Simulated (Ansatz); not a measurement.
# TiN: enthalpy against pressure

TiN, Fm-3m, a = 4.204 Å. Ansatz: PBEsol, PAW, 420 eV, Γ-centred 18×18×18 mesh on 2 atoms, Gaussian smearing 0.10 eV; no spin polarisation. Cell and atoms are relaxed at each pressure, and no other structure is tried, so the rows at high pressure may lie past a change of phase. y is the enthalpy over the state at zero pressure; there V0 = 9.287 Å³/atom. The pressures are the targets, met within 0.06 GPa.

| P (GPa) | y (eV/atom) |
| --- | --- |
| -3.0 | -0.1748 |
| 0.0 | 0.0000 |
| 3.0 | 0.1730 |
| 8.0 | 0.4578 |
| 15.0 | 0.8494 |
| 30.0 | ? |
| 60.0 | 3.2121 |

Problem. Fit y = c1 P + c2 P² + c3 P³ to the other rows, say what c1 and c2 mean, and predict the missing value.

Solution. Least squares on the rows shown. y = 0.057961 P − 9.4140×10⁻⁵ P² + 3.3952×10⁻⁷ P³. Since dH/dP = V, c1 is V0: 0.057961 eV/GPa × 160.2 = 9.285 Å³ against 9.287; c2 = −V0/(2B0) gives B0 = 308 GPa, where a Birch–Murnaghan fit to the volumes of the same runs (not shown) gives 300 GPa. At P = 30.0 the fit asked for gives 1.6633 eV/atom. The run gave 1.6641 eV/atom, so the fit is 0.0008 eV/atom too low, 0.024 % of the span of the series, against an rms of 0.00004 eV/atom on the fitted rows. With a term in P⁴ added, a fit to the same known rows predicts 1.6646 eV/atom, a smaller miss on the other side.

Spin polarisation was left out, and a magnetic state may lie lower.

Cost: 7 runs of about 0.78 core-minutes in all, on Intel Xeon 6975P-C (Granite Rapids) (shared hosts).